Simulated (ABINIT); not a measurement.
Runs of ABINIT 10.8.3 (patched build) on Bi2Se3 (Paraguanajuatite). It takes space group R-3m (No. 166, trigonal). The conventional cell has a = 4.143 Å, b = 4.143 Å, c = 28.636 Å, α = 90.00°, β = 90.00°, γ = 120.00°. Around Bi (site symmetry 3m) lie 6 Se at 2.85 to 3.07 Å. Around Se (site symmetry 3m) lie 3 Bi at 2.85 Å. Se (site symmetry -3m) has 6 Bi at 3.07 Å as nearest neighbours. 

```csv
level,potentials or basis,k mesh,mesh quality,gap on the mesh (eV),largest force (eV/Å)
LDA,JTH PAW LDA v2.0,6 × 6 × 6,not flagged,0.10,0.15
PBEsol,JTH PAW PBE v2.0,3 × 3 × 3,coarse,(a),0.11
LDA,JTH PAW LDA v2.0,3 × 3 × 3,coarse,0.13,0.11
PBEsol,JTH PAW PBE v2.0,6 × 6 × 6,not flagged,0.14,0.19
LDA,JTH PAW LDA v2.0,5 × 5 × 5,not flagged,(b),0.17
PBEsol,JTH PAW PBE v2.0,5 × 5 × 5,not flagged,0.15,0.21
```

Alike in all rows: task single point; no spin polarisation; cell as given; cutoff (eV) 408; smearing fermi-dirac 0.05 eV.

Task: Estimate the missing entries.

Result: (a) 0.17; (b) 0.11.

Caveats: some runs use coarse meshes; spin-orbit coupling is left out, which as a rule narrows the gap of such compounds by several tenths of an eV; an odd mesh through Γ misses points on the zone boundary, where band edges often lie (some runs); the PAW data sets were made with another functional, which shifts forces and pressure a little (some runs).

A k mesh can miss the band edges, and the runs leave out spin-orbit coupling on Bi, Se.

Runs at the PBE level aren't shown here.
